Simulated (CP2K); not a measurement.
## Zn under changes of volume

One of the cells (15.169 Å³/atom); the others are scaled copies at fixed shape and fractional positions:

```
Zn
1.0
     2.77861    0.00000    0.00000
     1.38931    2.40635    0.00000
     1.38931    0.80212    2.26873
Zn
1
Cartesian
  0.0000 0.0000 0.0000
```

This isn't the form of Zn at room conditions, which is hcp.

```yaml
Program: CP2K 2026.2
Functional: PBEsol
Potentials_or_basis: POTENTIAL_UZH Zn GTH-PBE-q12; TZVP-MOLOPT-PBE-GTH basis
Density_cutoff: 6123 eV
k_mesh: 12 × 12 × 12
Occupations: fermi-dirac, width 0.05 eV
Spin: no spin polarisation
```

```tsv
volume (Å³/atom)	energy over the lowest point (meV/atom)	pressure (GPa)
14.259	0.00	-0.5
14.563	2.66	-2.2
14.866	8.35	-3.7
15.169	16.68	-5.0
15.473	27.31	-6.1
15.776	39.94	-7.1
16.080	?	?
```

Question: What does the run at 16.080 Å³/atom give?

Answer: Energy over the lowest point 49.25 meV/atom; pressure -7.8 GPa.

Worked out: A Birch-Murnaghan fit of order 3 (a polynomial in V^(-2/3)) to the other rows has its minimum at 14.17 Å³/atom, just outside them, with B0 = V·E''(V) = 89 GPa and B' = 5.4. It gives 54.33 meV/atom at 16.080 Å³/atom, against the run's 49.25, and -dE/dV = -8.0 GPa, against -7.8.

Energies are extrapolated to zero smearing.

Caveats: the potentials were made for another functional, which shifts forces and pressure; the basis of atomic orbitals isn't converged, which shifts pressures, moduli and gaps.
